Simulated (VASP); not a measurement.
A run of VASP 6.6.1 is set up as follows.

File INCAR:

```
SYSTEM = Ta
PREC = Accurate
ENCUT = 520
EDIFF = 1E-7
ISMEAR = 0
SIGMA = 0.1
LREAL = .FALSE.
LASPH = .TRUE.
NELM = 80
ALGO = Normal
ISIF = 3
LWAVE = .FALSE.
LCHARG = .FALSE.
METAGGA = R2SCAN
LMIXTAU = .TRUE.
IBRION = 2
NSW = 80
EDIFFG = -0.002
```

The input KPOINTS:

```
regular mesh
0
G
  18 18 18
  0 0 0
```

POSCAR

```
Ta
1.0
   -1.6512800000      1.6512800000      1.6512800000
    1.6512800000     -1.6512800000      1.6512800000
    1.6512800000      1.6512800000     -1.6512800000
Ta
1
Direct
    0.0000000000      0.0000000000      0.0000000000
```

Potentials or basis: VASP PAW PBE potentials, release 64 (Ta_pv).

Launch:

```console
$ cat potpaw_PBE.64/Ta_pv/POTCAR > POTCAR
$ mpirun -np 1 vasp_std > vasp.out
```

Estimate the relaxed volume.

18.10 Å³/atom.

Predict the space group after relaxing (to 0.05 Å).

Im-3m (No. 229).

What does it give for the band gap on the k mesh?

None (metal or under the smearing width).

Final structure:
```yaml
crystal:
  lattice:
    - [-1.65398, 1.65398, 1.65398]
    - [1.65398, -1.65398, 1.65398]
    - [1.65398, 1.65398, -1.65398]
  atoms:
    - { symbol: Ta, position: [0.00000, 0.00000, 0.00000] }
```

Caveat: the PAW data sets were made with another functional, which shifts forces and pressure a little. Zero-point motion and thermal expansion aren't in these numbers.
